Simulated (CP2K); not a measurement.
Wanted: the native input for a CP2K 2026.2 run.

| Property | Result |
| --- | --- |
| Task | band structure |
| Functional | TB-mBJ |
| Potentials or basis | POTENTIAL_UZH Hg GTH-PBE-q12, Se GTH-PBE-q6; TZVP-MOLOPT-PBE-GTH basis |
| Density cutoff | 9184 eV |
| k mesh | 8 × 8 × 8 |
| Occupations | fermi-dirac, width 0.1 eV |
| Spin | no spin polarisation |
| SCF solver | diagonalisation with k points |
| Quickstep method | GPW |
| EPS_DEFAULT | 1.0E-10 |
| EPS_SCF | 1.0E-6 |
| MAX_SCF | 100 |
| SCF_GUESS | ATOMIC |
| k points reduced by the point group | yes |
| Mesh centred on Gamma | yes |
| CHOLESKY | OFF |
| EPS_EIGVAL | 1.0E-7 |
| MIXING METHOD | BROYDEN_MIXING |
| MIXING ALPHA | 0.4 |
| NBUFFER | 8 |
| NGRIDS | 5 |
| Basis sets | Hg TZVP-MOLOPT-PBE-GTH-q12, Se TZVP-MOLOPT-PBE-GTH-q6 |
| Potentials | Hg GTH-PBE-q12 of POTENTIAL_UZH, Se GTH-PBE-q6 of POTENTIAL_UZH |
| ADDED_MOS | [10] |
| Points a segment of the path (NPOINTS) | 8 |
| Bands added on the path | 2 |
| REL_CUTOFF (Ry) | 60 Ry |
| MIXING BETA (1/bohr) | 1.5 1/bohr |
| CUTOFF of the grids | 675 Ry |

Crystal: HgSe.

```
Hg Se
1.0
     4.29780    0.00000    0.00000
     2.14890    3.72200    0.00000
     2.14890    1.24067    3.50913
Hg Se
1 1
Direct
  0.00000 0.00000 0.00000
  0.75000 0.75000 0.75000
```

These files were run (other wordings do the same):

hgse_bands.inp

```
&GLOBAL
  PROJECT hgse_bands
  RUN_TYPE ENERGY
  PRINT_LEVEL LOW
&END GLOBAL
&FORCE_EVAL
  METHOD QS
  &DFT
    BASIS_SET_FILE_NAME BASIS_MOLOPT_UZH
    POTENTIAL_FILE_NAME POTENTIAL_UZH
    &MGRID
      CUTOFF 675
      REL_CUTOFF 60
      NGRIDS 5
    &END MGRID
    &QS
      METHOD GPW
      EPS_DEFAULT 1.0E-10
    &END QS
    &KPOINTS
      SCHEME MONKHORST-PACK 8 8 8
      GAMMA_CENTERED T
      SYMMETRY T
      SYMMETRY_BACKEND SPGLIB
    &END KPOINTS
    &SCF
      SCF_GUESS ATOMIC
      EPS_SCF 1.0E-6
      MAX_SCF 100
      ADDED_MOS 10
      CHOLESKY OFF
      EPS_EIGVAL 1.0E-7
      &DIAGONALIZATION ON
        ALGORITHM STANDARD
      &END DIAGONALIZATION
      &MIXING ON
        METHOD BROYDEN_MIXING
        ALPHA 0.4
        BETA 1.5
        NBUFFER 8
      &END MIXING
      &SMEAR ON
        METHOD FERMI_DIRAC
        ELECTRONIC_TEMPERATURE [K] 1160.452
      &END SMEAR
    &END SCF
    &XC
      &XC_FUNCTIONAL
        &MGGA_X_TB09
        &END MGGA_X_TB09
        &LDA_C_PW
        &END LDA_C_PW
      &END XC_FUNCTIONAL
    &END XC
    &PRINT
      &KPOINTS ON
      &END KPOINTS
      &MULLIKEN ON
      &END MULLIKEN
      &MO ON
        ENERGIES T
        OCCUPATION_NUMBERS T
        &EACH
          QS_SCF 0
        &END EACH
        ADD_LAST NUMERIC
      &END MO
      &LOWDIN ON
      &END LOWDIN
      &HIRSHFELD ON
        SHAPE_FUNCTION DENSITY
      &END HIRSHFELD
      &BAND_STRUCTURE
        FILE_NAME bands.bs
        ADDED_MOS 2
        &KPOINT_SET
          UNITS B_VECTOR
          NPOINTS 8
          SPECIAL_POINT GAMMA 0.00000000 0.00000000 0.00000000
          SPECIAL_POINT X 0.50000000 0.00000000 0.50000000
          SPECIAL_POINT W 0.50000000 0.25000000 0.75000000
          SPECIAL_POINT K 0.37500000 0.37500000 0.75000000
          SPECIAL_POINT GAMMA 0.00000000 0.00000000 0.00000000
          SPECIAL_POINT L 0.50000000 0.50000000 0.50000000
          SPECIAL_POINT U 0.62500000 0.25000000 0.62500000
          SPECIAL_POINT W 0.50000000 0.25000000 0.75000000
          SPECIAL_POINT L 0.50000000 0.50000000 0.50000000
          SPECIAL_POINT K 0.37500000 0.37500000 0.75000000
        &END KPOINT_SET
        &KPOINT_SET
          UNITS B_VECTOR
          NPOINTS 8
          SPECIAL_POINT U 0.62500000 0.25000000 0.62500000
          SPECIAL_POINT X 0.50000000 0.00000000 0.50000000
        &END KPOINT_SET
      &END BAND_STRUCTURE
    &END PRINT
  &END DFT
  &SUBSYS
    &CELL
      ABC 4.2977950161 4.2977950161 4.2977950160
      ALPHA_BETA_GAMMA 60.0000000003 60.0000000000 60.0000000006
      PERIODIC XYZ
    &END CELL
    &COORD
      SCALED
      Hg  0.0000000000 0.0000000000 0.0000000000
      Se  0.7500000000 0.7500000000 0.7500000000
    &END COORD
    &KIND Hg
      BASIS_SET TZVP-MOLOPT-PBE-GTH-q12
      POTENTIAL GTH-PBE-q12
    &END KIND
    &KIND Se
      BASIS_SET TZVP-MOLOPT-PBE-GTH-q6
      POTENTIAL GTH-PBE-q6
    &END KIND
    &PRINT
      &ATOMIC_COORDINATES ON
      &END ATOMIC_COORDINATES
      &CELL ON
      &END CELL
    &END PRINT
  &END SUBSYS
  &PRINT
    &FORCES ON
    &END FORCES
  &END PRINT
&END FORCE_EVAL
```

Potentials or basis: POTENTIAL_UZH Hg GTH-PBE-q12, Se GTH-PBE-q6; TZVP-MOLOPT-PBE-GTH basis.

Launch:

```bash
$ OMP_NUM_THREADS=2 cp2k.psmp -i hgse_bands.inp -o hgse_bands.out
```

Results of the run:

- Band gap on the k mesh: none (metal or under the smearing width)
- Mulliken charges: Hg +0.41; Se -0.41 e
- Hirshfeld charges: Hg +0.27; Se -0.27 e

Caveat: Mulliken charges move with the basis; this is a model potential without an energy functional, so only levels have meaning; spin-orbit coupling is left out, which moves the levels of the heavy elements; the basis of atomic orbitals isn't converged, which shifts pressures, moduli and gaps.

It took 2 min on 2 threads of AMD EPYC 7R43 64-Core Processor (Zen 3) (shared host), peak memory 0.48 GiB.
